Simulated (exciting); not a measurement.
Set up this calculation in exciting (release sodium), as the native input.

* Task: single point
* Functional: PBE
* Potentials or basis: all-electron LAPW+lo, shipped species files, valence relativity iora*
* rgkmax: 7
* k mesh: 10 × 10 × 10
* Occupations: fermi-dirac, width 0.05 eV
* Spin: no spin polarisation
* gmaxvr (cutoff of density and potential): 14 1/bohr
* lmaxapw (and lmaxmat): 10
* lmaxvr: 8
* nempty: 10
* Valence relativity: iora*
* epsengy: 1e-06 Ha
* epspot: 1e-06 Ha
* maxscl: 80
* Muffin-tin radii: Cd 2.3, O 1.45 bohr

Crystal: CdO (Monteponite).

```
Cd O
1.0
     0.00000    2.34950    2.34950
     2.34950    0.00000    2.34950
     2.34950    2.34950    0.00000
Cd O
1 1
Cartesian
  0.0000 0.0000 0.0000
  2.3495 2.3495 2.3495
```

These files were run (other wordings do the same):

input.xml

```xml
<input>
  <title>CdO</title>
  <structure speciespath="./" tshift="false">
    <crystal scale="1">
      <basevect>0.000000000000 4.439911529808 4.439911529808</basevect>
      <basevect>4.439911529808 0.000000000000 4.439911529808</basevect>
      <basevect>4.439911529808 4.439911529808 0.000000000000</basevect>
    </crystal>
    <species speciesfile="Cd.xml" rmt="2.3">
      <atom coord="0.000000000000 0.000000000000 0.000000000000"/>
    </species>
    <species speciesfile="O.xml" rmt="1.45">
      <atom coord="0.500000000000 0.500000000000 0.500000000000"/>
    </species>
  </structure>
  <groundstate do="fromscratch" ngridk="10 10 10" rgkmax="7" gmaxvr="14" lmaxapw="10" lmaxmat="10" lmaxvr="8" xctype="GGA_PBE" stype="Fermi Dirac" swidth="0.00183747" nempty="10" ValenceRelativity="iora*" epsengy="1e-06" epspot="1e-06" maxscl="80" tforce="true" outputlevel="normal"/>
</input>
```

Potentials or basis: all-electron LAPW+lo, shipped species files, valence relativity iora*.

Command:

```bash
$ OMP_NUM_THREADS=1 exciting_smp
```

Results of the run:

The band gap on the k mesh is none (metal or under the smearing width) and the all electrons inside the program's atomic spheres are Cd 45.95; O 6.60 (radii Cd 2.3, O 1.45 bohr).

Caveat: this crystal is a semiconductor, whose small gap the functional closes, so the metal is an error of the method.

Wall time 97 s on 1 thread of Intel(R) Xeon(R) 6975P-C (Granite Rapids), with other jobs on the host, peak memory 0.14 GiB.
